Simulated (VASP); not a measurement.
Runs of VASP 6.6.1 on CdO (Monteponite). The structure is cubic, space group Fm-3m (No. 225). Conventional cell: a = 4.699 Å, b = 4.699 Å, c = 4.699 Å, α = 90.00°, β = 90.00°, γ = 90.00°. Cd (site symmetry m-3m) is surrounded by 6 O at 2.35 Å. Around O (site symmetry m-3m) lie 6 Cd at 2.35 Å. 

```csv
level,gap on the mesh (eV),pressure (GPa),relaxed volume (Å³/atom)
PBEsol+D3,none,0.0,(a)
PBEsol+D3(BJ),none,0.0,12.73
PBE+D3(BJ),none,0.0,13.31
PBE+D4,none,0.0,13.31
PBE+MBD,none,0.0,13.31
```

Alike in all rows: task relaxation of cell and atoms; potentials or basis VASP PAW PBE potentials, release 64 (Cd, O); no spin polarisation; cell relaxed; k mesh 10 × 10 × 10; cutoff (eV) 600; smearing fermi-dirac 0.05 eV.

**Question.** Fill in the values left out.

**Answer.** (a) 12.88.

Caveats: pairwise dispersion overbinds metals, which lowers pressure and volume; this crystal is a semiconductor, whose small gap the functional closes, so the metal is an error of the method; the PAW data sets were made with another functional, which shifts forces and pressure a little (some runs).

A k mesh can miss the band edges, and the runs leave out spin-orbit coupling on Cd.

A gap of «none» marks a metal or a gap under the smearing width.
